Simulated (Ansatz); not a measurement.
## Is this Hg2Se stable against decomposition?

All numbers below come from DFT PBE, scalar-relativistic, plane waves, PAW (Ansatz 0.2.0). All cells share a 420 eV cutoff and Γ-centred k meshes spaced at most about 0.3 Å⁻¹ (about 0.25 or finer for metals, 2π included). No spin polarisation.

The zero of energy is the elements' standard structures at the same level; no fitted shifts are applied. The references include crystalline Hg.

These are static total energies at zero pressure. Spin–orbit coupling, which can matter for Hg, is left out. The reference form of Se is held partly by dispersion forces, which this level lacks.

The competitors are the elements and 1 reference phase of this chemical system (from databases or known types: HgSe), relaxed at the same level; other known phases may be missing.

The candidate was reached from: CeH2 type (Fm-3m).

```
CELL_PARAMETERS angstrom
0.00000 3.48989 3.48989
3.48989 0.00000 3.48989
3.48989 3.48989 0.00000
ATOMIC_POSITIONS crystal
Hg 0.25000 0.25000 0.25000
Hg 0.75000 0.75000 0.75000
Se 0.00000 0.00000 0.00000
```

Question: Is it stable, and against what?

Answer: Not stable. Its formation energy is 0.087 eV/atom. The lowest competing mixture at this composition is this:

```tsv
phase	space group	source	share of atoms	ΔE_f (eV/atom)
Hg	-	element	0.3333	-0.0188
HgSe	F-43m (No. 216)	Materials Project	0.6667	-0.219
```

The lowest database cell of Hg (-0.0188) lies slightly below the reference, hence the non-zero entry.

The mixture lies at -0.152 eV/atom, and the candidate lies 0.24 eV/atom above it. The candidate matches no cell in the subsets of the Crystallography Open Database and the Materials Project at hand. The margin is far too high for a likely synthesis. It has the anti-fluorite type.
